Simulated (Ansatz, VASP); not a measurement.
# One calculation of InSb, two programs

```xyz
2
Lattice="0.0000 3.0904 3.0904 3.0904 0.0000 3.0904 3.0904 3.0904 0.0000" Properties=species:S:1:pos:R:3 pbc="T T T"
In    0.0000    0.0000    0.0000
Sb    1.5452    1.5452    1.5452
```

Change from the starting cell: volume scaled by 0.88, LAPW.

Alike in both runs: task single point; functional LDA; k mesh 11 × 11 × 11; occupations fermi-dirac, width 0.1 eV; no spin polarisation.

```csv
,VASP,Ansatz
version,VASP 6.6.1,Ansatz 0.2.0
potentials or method,"VASP PAW LDA potentials, release 64 (In_d, Sb), cutoff 520 eV","all-electron LAPW, scalar-relativistic"
```

Ansatz gave:

```
pressure (GPa) : 8.1
```

**Question.** Estimate VASP's values.

**Answer.** Pressure (GPa): 8.3.

Ansatz ran all-electron here, so the differences hold the error of VASP's frozen core and of both bases.
